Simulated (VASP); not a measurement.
# Sn3Te (Pm-3m) in VASP: phonons with PBE

Aim: the phonons of Sn3Te with PBE.

All numbers are computed with VASP 6.6.1; they aren't measurements. Logs are shortened: lines on timing, memory, paths and dates and some standing lists are left out, and cuts for length are marked.

## Step 1: The crystal as given

Symmetry: Pm-3m, No. 221, cubic system. The conventional cell has a = 4.866 Å, b = 4.866 Å, c = 4.866 Å, α = 90.00°, β = 90.00°, γ = 90.00°. Around Te (site symmetry m-3m) lie 12 Sn at 3.44 Å. Sn (site symmetry 4/mmm) has 4 Te at 3.44 Å and 8 Sn at 3.44 Å as nearest neighbours.

The cell comes from a database or a generator and needn't be the stable form of this composition.

## Step 2: Phonons, PBE

POSCAR reads:

```
Sn3Te
1.0
    4.8656220000      0.0000000000      0.0000000000
    0.0000000000      4.8656220000      0.0000000000
    0.0000000000      0.0000000000      4.8656220000
Te Sn
1 3
Direct
    0.0000000000      0.0000000000      0.0000000000
    0.0000000000      0.5000000000      0.5000000000
    0.5000000000      0.0000000000      0.5000000000
    0.5000000000      0.5000000000      0.0000000000
```

INCAR.step1 reads:

```
PREC = Accurate
ENCUT = 600
EDIFF = 1E-8
ISMEAR = -1
SIGMA = 0.05
LREAL = False
LASPH = True
NELM = 60
ALGO = Normal
ISIF = 3
LWAVE = False
LCHARG = False
GGA = PE
IBRION = 2
NSW = 40
EDIFFG = -0.002
KPAR = 2
```

INCAR.step2 reads:

```
PREC = Accurate
ENCUT = 600
EDIFF = 1E-8
ISMEAR = -1
SIGMA = 0.05
LREAL = False
LASPH = True
NELM = 60
ALGO = Normal
ISIF = 2
LWAVE = False
LCHARG = False
GGA = PE
IBRION = 6
NFREE = 2
POTIM = 0.015
NSW = 1
KPAR = 2
```

KPOINTS reads:

```
regular mesh
0
Gamma
  6 6 6
```

Potentials or basis: VASP PAW PBE potentials, release 64 (Te, Sn_d).

On the command line:

```bash
cat potpaw_PBE.64/Te/POTCAR potpaw_PBE.64/Sn_d/POTCAR > POTCAR
cp INCAR.step1 INCAR
mpirun -np 2 vasp_std > vasp.out
cp CONTCAR POSCAR
cp INCAR.step2 INCAR
mpirun -np 2 vasp_std > vasp.out
```

OUTCAR:

```text
PREC = Accurate
   ENCUT = 600
   EDIFF = 1E-8
   ISMEAR = -1
   LREAL = False
   LASPH = True
   NELM = 60
   ISIF = 2
   GGA = PE
   IBRION = 6
   NFREE = 2
   POTIM = 0.015
   NSW = 1

 ion  position               nearest neighbor table
   1  0.000  0.000  0.000-   2 3.45   3 3.45   4 3.45   2 3.45   3 3.45   2 3.45   4 3.45   2 3.45
                             3 3.45   4 3.45   3 3.45   4 3.45
   2  0.000  0.500  0.500-   1 3.45   3 3.45   4 3.45   1 3.45   4 3.45   1 3.45   3 3.45   1 3.45
                             3 3.45   4 3.45   4 3.45   3 3.45
   3  0.500  0.000  0.500-   1 3.45   2 3.45   4 3.45   1 3.45   4 3.45   2 3.45   4 3.45   4 3.45
                             1 3.45   2 3.45   1 3.45   2 3.45
   4  0.500  0.500  0.000-   1 3.45   2 3.45   3 3.45   2 3.45   3 3.45   1 3.45   3 3.45   3 3.45
                             1 3.45   2 3.45   2 3.45   1 3.45

  LATTYP: Found a simple cubic cell.
 ALAT       =     4.8774799260

  Lattice vectors:

 A1 = (   4.8774799260,   0.0000000000,   0.0000000000)
 A2 = (   0.0000000000,   4.8774799260,   0.0000000000)
 A3 = (   0.0000000000,   0.0000000000,   4.8774799260)

Analysis of symmetry for initial positions (statically):
=====================================================================
 Subroutine PRICEL returns:
 Original cell was already a primitive cell.

 Routine SETGRP: Setting up the symmetry group for a
 simple cubic supercell.

 Subroutine GETGRP returns: Found 48 space group operations
 (whereof 48 operations were pure point group operations)
 out of a pool of 48 trial point group operations.

The static configuration has the point symmetry O_h .

Analysis of symmetry for dynamics (positions and initial velocities):
=====================================================================
 Subroutine PRICEL returns:
 Original cell was already a primitive cell.

 Routine SETGRP: Setting up the symmetry group for a
 simple cubic supercell.

 Subroutine GETGRP returns: Found 48 space group operations
 (whereof 48 operations were pure point group operations)
 out of a pool of 48 trial point group operations.

The dynamic configuration has the point symmetry O_h .

 Subroutine INISYM returns: Found 48 space group operations
 (whereof 48 operations are pure point group operations),
 and found     1 'primitive' translations

----------------------------------------------------------------------------------------

                                     Primitive cell

  volume of cell :     116.0343

  direct lattice vectors                    reciprocal lattice vectors
     4.877479926  0.000000000  0.000000000     0.205023909  0.000000000  0.000000000
     0.000000000  4.877479926  0.000000000     0.000000000  0.205023909  0.000000000
     0.000000000  0.000000000  4.877479926     0.000000000  0.000000000  0.205023909

  length of vectors
     4.877479926  4.877479926  4.877479926     0.205023909  0.205023909  0.205023909

  position of ions in fractional coordinates (direct lattice)
     0.000000000  0.000000000  0.000000000
     0.000000000  0.500000000  0.500000000
     0.500000000  0.000000000  0.500000000
     0.500000000  0.500000000  0.000000000

  ion indices of the primitive-cell ions
   primitive index   ion index
                 1           1
                 2           2
                 3           3
                 4           4

----------------------------------------------------------------------------------------

 KPOINTS: regular mesh

Automatic generation of k-mesh.
[... 65 lines left out ...]
   IBRION =      6    ionic relax: 0-MD 1-quasi-New 2-CG
   NFREE  =      2    steps in history (QN), initial steepest desc. (CG)
   ISIF   =      2    stress and relaxation
   ISYM   =      2    0-nonsym 1-usesym 2-fastsym
   POTIM  = 0.0150    time-step for ionic-motion
   TEBEG  =    0.0;   TEEND  =   0.0 temperature during run
   PSTRESS=    0.0 pullay stress
   NELECT =      48.0000    total number of electrons
   NUPDOWN=      -1.0000    fix difference up-down
   EMIN   =  10.00;   EMAX   =-10.00  energy-range for DOS
   EFERMI =   0.00;   METHOD = LEGACY
   ISMEAR =    -1;   SIGMA  =   0.05  broadening in eV -4-tet -1-fermi 0-gaus
   EFERMI_NEDOS =   21; number of points for ismear=-14 and -15
   IALGO  =     38    algorithm
   IMIX   =      4    mixing-type and parameters
     AMIX     =   0.40;   BMIX     =  1.00
     AMIX_MAG =   1.60;   BMIX_MAG =  1.00
  volume/ion in A,a.u.               =      29.01       195.76
  Fermi-wavevector in a.u.,A,eV,Ry     =   1.219813  2.305111 20.244688  1.487943
  Thomas-Fermi vector in A             =   2.355052
   LORBIT       =      0    0 simple, 1 ext, 2 COOP (PROOUT), +10 PAW based schemes
   GGA     = PE    functional components
   LHFCALC =     F    Hartree Fock is set to
   AEXX    =    0.0000 exact exchange contribution
   IVDW    =     0    specifies the selected vdW correction
   LEPSILON=     F    determine dielectric tensor
   LRPA    =     F    only Hartree local field effects (RPA)
 finite differences with symmetry
 non-spin polarized calculation
  energy-cutoff  :      600.00
  volume of cell :      116.03
 maximum number of plane-waves:      3912
 NGX is ok and might be reduce to    40
   NGX = 19   NGY = 19   NGZ = 19

--------------------------------------- Ionic step        1  -------------------------------------------

 number of electron      47.9999986 magnetization

 Free energy of the ion-electron system (eV)
  ---------------------------------------------------
  ext. energy  EPLUGINS =         0.00000000
  ---------------------------------------------------
  free energy    TOTEN  =       -14.37682306 eV

  energy without entropy =      -14.35323739  energy(sigma->0) =      -14.36503022

------------------------ aborting loop because EDIFF is reached ----------------------------------------

  FORCE on cell =-STRESS in cart. coord.  units (eV):
  Direction    XX          YY          ZZ          XY          YZ          ZX
  --------------------------------------------------------------------------------------
  -------------------------------------------------------------------------------------
  Total        0.0012747      0.0012747      0.0012747     -0.0000000      0.0000000     -0.0000000
  in kB        0.0176011      0.0176011      0.0176011     -0.0000000      0.0000000     -0.0000000
  external PRESSURE =       0.0176011 kB  Pullay stress =       0.0000000 kB
[... 215 lines left out ...]
--------------------------------------- Ionic step        7  -------------------------------------------

 number of electron      47.9999988 magnetization

 Free energy of the ion-electron system (eV)
  ---------------------------------------------------
  ext. energy  EPLUGINS =         0.00000000
  ---------------------------------------------------
  free energy    TOTEN  =       -14.37682805 eV

  energy without entropy =      -14.35330784  energy(sigma->0) =      -14.36506795

 E-fermi :   7.5484     XC(G=0): -10.0320

 val. band max:        7.5281324928   @ k =   0.0000   0.1667   0.0000
 cond. band min:       7.5719750612   @ k =   0.0000   0.0000   0.1667
 fundamental gap:      0.0438425684
 Fermi energy:         7.5483970704

 k-point     1 :       0.0000    0.0000    0.0000
  band No.  band energies     occupation
      1     -14.1062      2.00000
      2     -14.1062      2.00000
      3     -14.1062      2.00000
      4     -14.0921      2.00000
      5     -14.0920      2.00000
      6     -14.0639      2.00000
[... 733 lines left out ...]
     27       9.4863      0.00000
     28       9.4863      0.00000

 [... further k-points ...]

------------------------ aborting loop because EDIFF is reached ----------------------------------------

  FORCE on cell =-STRESS in cart. coord.  units (eV):
  Direction    XX          YY          ZZ          XY          YZ          ZX
  --------------------------------------------------------------------------------------
  -------------------------------------------------------------------------------------
  Total        0.0020721      0.0021322      0.0024632      0.0000000      0.0000000      0.0000000
  in kB        0.0286110      0.0294406      0.0340119      0.0000000      0.0000000      0.0000000
  external PRESSURE =       0.0306878 kB  Pullay stress =       0.0000000 kB
[... 19 lines left out ...]
  FREE ENERGIE OF THE ION-ELECTRON SYSTEM (eV)
  ---------------------------------------------------
  free  energy   TOTEN  =       -14.3768280519 eV

  energy  without entropy=      -14.3533078438  energy(sigma->0) =      -14.36506795

 INTERNAL STRAIN TENSORS FROM DISPLACED ATOMS
 ============================================

 INTERNAL STRAIN TENSOR FOR ION    1 for displacements in x,y,z  (eV/Angst):
          X           Y           Z          XY          YZ          ZX
  --------------------------------------------------------------------------------
  x     0.00000     0.00000     0.00000     0.00000     0.00000     0.00000
  y     0.00000     0.00000     0.00000     0.00000     0.00000     0.00000
  z     0.00000     0.00000     0.00000     0.00000     0.00000     0.00000

 INTERNAL STRAIN TENSOR FOR ION    4 for displacements in x,y,z  (eV/Angst):
          X           Y           Z          XY          YZ          ZX
  --------------------------------------------------------------------------------
  x     0.00000     0.00000     0.00000     0.00000     0.00000     0.00000
  y     0.00000     0.00000     0.00000     0.00000     0.00000     0.00000
  z     0.00000     0.00000     0.00000     0.00000     0.00000     0.00000

 Eigenvectors and eigenvalues of the dynamical matrix
 ----------------------------------------------------

   1 f  =    2.127499 THz    13.367469 2PiTHz   70.965721 cm-1     8.798624 meV
             X         Y         Z           dx          dy          dz
      0.000000  0.000000  0.000000     0.001467    0.048120   -0.627193
      0.000000  2.438740  2.438740     0.000789   -0.037858    0.493438
      2.438740  0.000000  2.438740    -0.001154    0.025883    0.493438
      2.438740  2.438740  0.000000    -0.001154   -0.037858   -0.337357
[... 71 lines left out ...]
  12 f/i=    1.511321 THz     9.495910 2PiTHz   50.412241 cm-1     6.250318 meV
             X         Y         Z           dx          dy          dz
      0.000000  0.000000  0.000000     0.000000   -0.000000   -0.000000
      0.000000  2.438740  2.438740    -0.000000    0.511362    0.485727
      2.438740  0.000000  2.438740     0.050780    0.000000   -0.485727
      2.438740  2.438740  0.000000    -0.050780   -0.511362   -0.000000

 ELASTIC MODULI CONTR FROM IONIC RELAXATION (kBar)
 Direction    XX          YY          ZZ          XY          YZ          ZX
 --------------------------------------------------------------------------------
 XX           0.0000      0.0000      0.0000      0.0000      0.0000      0.0000
 YY           0.0000      0.0000      0.0000      0.0000      0.0000      0.0000
 ZZ           0.0000      0.0000      0.0000      0.0000      0.0000      0.0000
 XY           0.0000      0.0000      0.0000      0.0000      0.0000      0.0000
 YZ           0.0000      0.0000      0.0000      0.0000      0.0000      0.0000
 ZX           0.0000      0.0000      0.0000      0.0000      0.0000      0.0000
 --------------------------------------------------------------------------------
```

Run time: 9.3 min. Hardware: 2 MPI ranks of AMD EPYC 7R13 (Zen 3), shared host; peak memory 0.48 GiB.

Results:

- Relaxed volume: 29.01 Å³/atom
- Relaxed cell: a = 4.877 Å, b = 4.877 Å, c = 4.877 Å, α = 90.00°, β = 90.00°, γ = 90.00°
- Space group after relaxing (to 0.05 Å): Pm-3m (No. 221)
- Highest phonon frequency at Γ, LO-TO splitting left out: 71 cm⁻¹
- Most unstable mode: 50i cm⁻¹

Step by step:
```tsv
step	energy change (eV)	largest force (eV/Å)	pressure (GPa)	volume (Å³)
1	0.0000	0.0000	0.33	115.19
2	-0.0008	0.0000	-0.05	116.17
3	-0.0009	0.0000	0.00	116.03
```

Final structure:
```
Te Sn
1.0
     4.87748    0.00000    0.00000
     0.00000    4.87748    0.00000
     0.00000    0.00000    4.87748
Te Sn
1 3
Cartesian
  0.0000 0.0000 0.0000
  0.0000 2.4387 2.4387
  2.4387 0.0000 2.4387
  2.4387 2.4387 0.0000
```

Phonon frequencies in cm⁻¹ (negative: imaginary):
```tsv
q point	frequencies
(0.000, 0.000, 0.000)	-50 -50 -50 -41 -41 -41 0 0 0 71 71 71
```

Caveat: some modes are imaginary. Spin-orbit coupling is left out, which matters for the levels of Te.
